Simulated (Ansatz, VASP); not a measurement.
## Two plane-wave programs on RbBr

```xyz
2
Lattice="4.1243 0.0000 0.0000 0.0000 4.1243 0.0000 0.0000 0.0000 4.1243" Properties=species:S:1:pos:R:3 pbc="T T T"
Rb    0.0000    0.0000    0.0000
Br    2.0621    2.0621    2.0621
```

Alike in both runs: task single point; functional PBE; k mesh 6 × 6 × 6; no spin polarisation.

```csv
,VASP,Ansatz
version,VASP 6.6.1,Ansatz 0.2.0
potentials or method,"VASP PAW PBE potentials, release 64 (Rb_sv, Br)","plane waves, PAW"
plane-wave cutoff (eV),520,420
occupations,"gaussian, width 0.01 eV",fixed
valence electrons in the cell,16,16
```

```csv
,VASP,Ansatz,Ansatz less VASP
gap on the k mesh at the Fermi level (eV),4.09,4.09,+0.002
pressure (GPa),0.9,0.8,-0.03
```

A k mesh can miss the band edges.
